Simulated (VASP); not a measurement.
**VASP 6.6.1, r²SCAN single-point calculation, SiC (strained zincblende)**

INCAR

```
SIGMA = 0.01
LWAVE = .FALSE.
NSW = 0
METAGGA = R2SCAN
IBRION = -1
NBANDS = 11
ALGO = Normal
NELM = 120
PREC = Accurate
ENCUT = 520
ISMEAR = 0
LCHARG = .FALSE.
LREAL = .FALSE.
LASPH = .TRUE.
EDIFF = 1E-7
ISIF = 2
```

KPOINTS

```
KPOINTS created by Atomic Simulation Environment
0
Gamma
10 10 10
0 0 0
```

KPOINTS_OPT

```
special points
6
Reciprocal
0.0000000000 0.0000000000 0.0000000000 1
-0.5000000000 -0.5000000000 0.0000000000 1
-0.3750000000 -0.3750000000 0.2500000000 1
-0.3750000000 0.0000000000 0.3750000000 1
0.0000000000 0.0000000000 0.5000000000 1
-0.5000000000 -0.2500000000 0.2500000000 1
```

POSCAR

```
Si C
 1.0000000000000000
    -0.0530355746750000    2.1780523476250000    2.1780523476243911
     2.1780523476250000   -0.0530355746750000    2.1780523476243911
     2.1250167730000000    2.1250167730000000    0.0000000000487826
 Si  C
   1   1
Cartesian
  0.0000000000001084  0.0000000000001084 -0.0094422626392608
  1.0625083864873919  1.0625083864873919  1.0984684364636526
```

VASP ran with the recommended PBE PAW datasets (8 valence electrons in the cell).

Command

```
mpirun -np 1 vasp_std
```

OSZICAR

```
N       E                     dE             d eps       ncg     rms          rms(c)
DAV:   1    -0.112140404452E+01   -0.11214E+01   -0.41030E+03  3890   0.632E+02
DAV:   2    -0.216599268922E+02   -0.20539E+02   -0.19580E+02  4777   0.113E+02
DAV:   3    -0.222945981732E+02   -0.63467E+00   -0.63297E+00  4631   0.163E+01
DAV:   4    -0.222970631306E+02   -0.24650E-02   -0.24648E-02  4357   0.129E+00
DAV:   5    -0.222970736841E+02   -0.10554E-04   -0.10553E-04  4629   0.791E-02    0.922E+00
DAV:   6    -0.192483524867E+02    0.30487E+01   -0.50318E+00  4206   0.106E+01    0.510E+00
DAV:   7    -0.192761874925E+02   -0.27835E-01   -0.50948E-01  4653   0.414E+00    0.247E+00
DAV:   8    -0.192863115843E+02   -0.10124E-01   -0.20814E-02  4125   0.111E+00    0.178E-01
DAV:   9    -0.192866539015E+02   -0.34232E-03   -0.47503E-04  5046   0.195E-01    0.135E-01
DAV:  10    -0.192867339973E+02   -0.80096E-04   -0.87303E-05  4149   0.796E-02    0.862E-03
DAV:  11    -0.192867336849E+02    0.31245E-06   -0.41565E-06  4653   0.155E-02    0.564E-03
DAV:  12    -0.192867340311E+02   -0.34623E-06   -0.47500E-07  4356   0.525E-03    0.144E-03
DAV:  13    -0.192867339503E+02    0.80814E-07   -0.34578E-08  2526   0.139E-03
   1 F= -.19286734E+02 E0= -.19286734E+02  d E =-.256520E-29
       N       E                     dE             ncg
DAV:   1     0.160123420624E+04   -0.15891E+04      140
DAV:   2     0.151558476739E+04   -0.85649E+02      166
DAV:   3     0.151409695668E+04   -0.14878E+01      170
DAV:   4     0.151409286167E+04   -0.40950E-02      165
DAV:   5     0.151409284003E+04   -0.21640E-04      164
DAV:   6     0.151409283988E+04   -0.15176E-06      162
DAV:   7     0.151409283988E+04   -0.16335E-08      164
```

From OUTCAR

```
k-points           NKPTS =    171   k-points in BZ     NKDIM =    171   number of bands    NBANDS=     11

   NELECT =       8.0000    total number of electrons

   dimension x,y,z NGX =    24 NGY =   24 NGZ =   24
   dimension x,y,z NGXF=    48 NGYF=   48 NGZF=   48

  energy-cutoff  :      520.00
  volume of cell :       20.65
      direct lattice vectors                 reciprocal lattice vectors
    -0.053035575  2.178052348  2.178052348    -0.224105915  0.224105915  0.229562894
     2.178052348 -0.053035575  2.178052348     0.224105915 -0.224105915  0.229562894
     2.125016773  2.125016773  0.000000000     0.235292260  0.235292260 -0.229562894

 k-points in reciprocal lattice and weights: KPOINTS created by Atomic Simulation Env
   0.00000000  0.00000000  0.00000000       0.001
   0.10000000  0.00000000 -0.00000000       0.004
   0.20000000  0.00000000 -0.00000000       0.004
   0.30000000  0.00000000  0.00000000       0.004
   0.40000000  0.00000000  0.00000000       0.004
   0.50000000  0.00000000 -0.00000000       0.002
   0.10000000  0.10000000  0.00000000       0.002
   0.20000000  0.10000000  0.00000000       0.004
   ...

 E-fermi :   8.3329

 k-point     1 :       0.0000    0.0000    0.0000
  band No.  band energies     occupation
      1      -8.1924      2.00000
      2       7.7808      2.00000
      3       7.9860      2.00000
      4       8.2580      2.00000
      5      14.4090      0.00000
      6      15.3353      0.00000
      7      16.3410      0.00000
      8      16.4282      0.00000
      9      23.1994      0.00000
     10      23.2706      0.00000
     11      25.7743      0.00000

 k-point     2 :       0.1000    0.0000   -0.0000
  band No.  band energies     occupation
      1      -7.9971      2.00000
      2       6.7501      2.00000
      3       7.8042      2.00000
      4       8.1237      2.00000
      5      14.9326      0.00000
      6      15.6975      0.00000
      7      16.4338      0.00000
      8      16.6499      0.00000
      9      22.2541      0.00000
     10      22.5033      0.00000
     11      25.5149      0.00000

 k-point     3 :       0.2000    0.0000   -0.0000
  band No.  band energies     occupation
      1      -7.4214      2.00000
      2       4.5223      2.00000
      3       7.5253      2.00000
      4       7.8101      2.00000
      5      14.9603      0.00000
      6      16.3454      0.00000
      7      16.9432      0.00000
      8      17.4211      0.00000
      9      21.4938      0.00000
     10      22.0323      0.00000
     11      24.6119      0.00000

 k-point     4 :       0.3000    0.0000    0.0000
  band No.  band energies     occupation
      1      -6.5072      2.00000
      2       2.1453      2.00000
      3       7.2415      2.00000
      4       7.4794      2.00000
      5      14.6570      0.00000
      6      16.3175      0.00000
      7      16.7584      0.00000
      8      18.5569      0.00000
      9      22.1892      0.00000
     10      23.0117      0.00000
     11      24.3422      0.00000

 k-point     5 :       0.4000    0.0000    0.0000
  band No.  band energies     occupation
      1      -5.4013      2.00000
      2       0.0888      2.00000
      3       7.0456      2.00000
      4       7.2457      2.00000
      5      14.4173      0.00000
      6      15.9810      0.00000
      7      16.3811      0.00000
      8      19.0213      0.00000
      9      23.9568      0.00000
     10      25.0517      0.00000
     11      25.0584      0.00000

 k-point     6 :       0.5000    0.0000   -0.0000
  band No.  band energies     occupation
      1      -4.7341      2.00000
      2      -0.9049      2.00000
      3       6.9771      2.00000
      4       7.1629      2.00000
      5      14.3319      0.00000
      6      15.8209      0.00000
      7      16.2180      0.00000
      8      19.0880      0.00000
      9      25.1406      0.00000
     10      26.0373      0.00000
     11      26.7618      0.00000

 k-point     7 :       0.1000    0.1000    0.0000
  band No.  band energies     occupation
      1      -7.9224      2.00000
      2       7.1915      2.00000
      3       7.2396      2.00000
      4       7.8114      2.00000
      5      14.6056      0.00000
      6      16.1556      0.00000
      7      16.1694      0.00000
      8      17.0968      0.00000
      9      20.8225      0.00000
     10      23.5828      0.00000
     11      26.8029      0.00000

 k-point     8 :       0.2000    0.1000    0.0000
  band No.  band energies     occupation
      1      -7.4635      2.00000
      2       5.2643      2.00000
      3       7.2944      2.00000
      4       7.3899      2.00000
      5      14.6983      0.00000
      6      15.8691      0.00000
      7      17.1754      0.00000
      8      17.6695      0.00000
      9      20.0976      0.00000
     10      23.4851      0.00000
     11      26.0835      0.00000

 k-point     9 :       0.3000    0.1000    0.0000
  band No.  band energies     occupation
      1      -6.6500      2.00000
      2       2.9472      2.00000
      3       7.0153      2.00000
      4       7.0403      2.00000
      5      14.7856      0.00000
      6      15.8925      0.00000
      7      17.4050      0.00000
      8      17.7017      0.00000
      9      21.1253      0.00000
     10      24.1362      0.00000
     11      25.4786      0.00000

 k-point    10 :       0.4000    0.1000    0.0000
  band No.  band energies     occupation
      1      -5.5804      2.00000
      2       0.7895      2.00000
      3       6.5887      2.00000
      4       6.8639      2.00000
      5      14.6004      0.00000
      6      15.7522      0.00000
      7      17.2556      0.00000
      8      18.4033      0.00000
      9      22.2720      0.00000
     10      25.8336      0.00000
     11      25.8722      0.00000

 k-point    11 :       0.5000    0.1000   -0.0000
  band No.  band energies     occupation
      1      -4.6626      2.00000
      2      -0.6369      2.00000
      3       6.1992      2.00000
      4       6.8948      2.00000
      5      14.5666      0.00000
      6      15.6305      0.00000
      7      16.8372      0.00000
      8      19.4122      0.00000
      9      23.4823      0.00000
     10      26.4209      0.00000
     11      26.7285      0.00000

 k-point    12 :      -0.4000    0.1000   -0.0000
  band No.  band energies     occupation
      1      -4.9387      2.00000
      2      -0.2364      2.00000
      3       5.9622      2.00000
      4       7.1195      2.00000
      5      14.7706      0.00000
      6      15.7804      0.00000
      7      16.6858      0.00000
      8      19.6476      0.00000
      9      24.4839      0.00000
     10      24.5399      0.00000
     11      26.2620      0.00000

 k-point    13 :      -0.3000    0.1000    0.0000
  band No.  band energies     occupation
      1      -6.0093      2.00000
      2       1.5741      2.00000
      3       5.9468      2.00000
      4       7.4832      2.00000
      5      15.1062      0.00000
      6      16.2471      0.00000
      7      16.8035      0.00000
      8      19.0144      0.00000
      9      22.2229      0.00000
     10      23.8571      0.00000
     11      25.7075      0.00000

 k-point    14 :      -0.2000    0.1000    0.0000
  band No.  band energies     occupation
      1      -7.0010      2.00000
      2       3.8039      2.00000
      3       6.2009      2.00000
      4       7.8806      2.00000
      5      15.4558      0.00000
      6      16.7599      0.00000
      7      16.9139      0.00000
      8      17.6808      0.00000
      9      20.9533      0.00000
     10      22.7100      0.00000
     11      25.8337      0.00000

 k-point    15 :      -0.1000    0.1000    0.0000
  band No.  band energies     occupation
      1      -7.6841      2.00000
      2       5.7871      2.00000
      3       6.8665      2.00000
      4       8.1478      2.00000
      5      15.5879      0.00000
      6      16.1510      0.00000
      7      16.7015      0.00000
      8      16.8676      0.00000
      9      21.2084      0.00000
     10      22.3216      0.00000
     11      26.5287      0.00000

 k-point    16 :       0.2000    0.2000    0.0000
  band No.  band energies     occupation
      1      -7.1244      2.00000
      2       5.4707      2.00000
      3       6.1503      2.00000
      4       6.8663      2.00000
      5      13.3788      0.00000
      6      15.8493      0.00000
      7      18.0811      0.00000
      8      18.6729      0.00000
      9      19.6097      0.00000
     10      24.5120      0.00000
     11      28.3325      0.00000

 ...

  Total        0.0550689      0.0550689     -0.0206958      1.6517762      0.0000000      0.0000000
  in kB        4.2720808      4.2720808     -1.6055228    128.1399136      0.0000000      0.0000000
  external PRESSURE =       2.3128796 kB  Pullay stress =       0.0000000 kB

 POSITION                                       TOTAL-FORCE (eV/Angst)
 -----------------------------------------------------------------------------------
      2.12502      2.12502      4.34666        -0.000000     -0.000000      0.001485
      1.06251      1.06251      1.09847         0.000000      0.000000     -0.001485
 -----------------------------------------------------------------------------------
    total drift:                               -0.000001     -0.000001     -0.000331

  FREE ENERGIE OF THE ION-ELECTRON SYSTEM (eV)
  ---------------------------------------------------
  free  energy   TOTEN  =       -19.2867339503 eV

  energy  without entropy=      -19.2867339503  energy(sigma->0) =      -19.28673395
```

```json
{
 "gap between bands v and c": "1.35 eV",
 "least direct gap": "4.48 eV",
 "pressure": "0.2 GPa"
}
```

Band v is the last that the valence electrons fill when counted band by band, and c is the next.

The run took about 2 min on one core of a shared host (Intel Xeon Platinum 8488C) and held 0.18 GiB at most.
